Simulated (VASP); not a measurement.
A run of VASP 6.6.1:

File INCAR:

```
PREC = Accurate
ENCUT = 520
EDIFF = 1E-6
ISMEAR = 0
SIGMA = 0.1
LREAL = F
LASPH = T
NELM = 100
ALGO = Normal
ISIF = 2
LWAVE = F
LCHARG = F
GGA = PE
NBANDS = 19
```

Contents of KPOINTS:

```
regular mesh
0
Gamma
  6 6 6
```

File POSCAR:

```
HfC3
1.0
   -1.7719384700      1.7719384700      4.4051862000
    1.7719384700     -1.7719384700      4.4051862000
    1.7719384700      1.7719384700     -4.4051862000
Hf C
1 3
Direct
    0.0000000000      0.0000000000      0.0000000000
    0.7500000000      0.2500000000      0.5000000000
    0.2500000000      0.7500000000      0.5000000000
    0.5000000000      0.5000000000      0.0000000000
```

Potentials or basis: VASP PAW PBE potentials, release 64 (Hf_pv, C).

The run is started by

```sh
$ cat potpaw_PBE.64/Hf_pv/POTCAR potpaw_PBE.64/C/POTCAR > POTCAR
$ mpirun -np 1 vasp_std > vasp.out
```

Hardware: 1 thread of Intel(R) Xeon(R) 6975P-C (Granite Rapids) (shared host).

Question: How long does it take, and how much memory?

Answer: Run time: 21 s on 1 thread of Intel(R) Xeon(R) 6975P-C (Granite Rapids) (shared host), peak memory 0.24 GiB. Counts: scf iterations 14, k points 30.
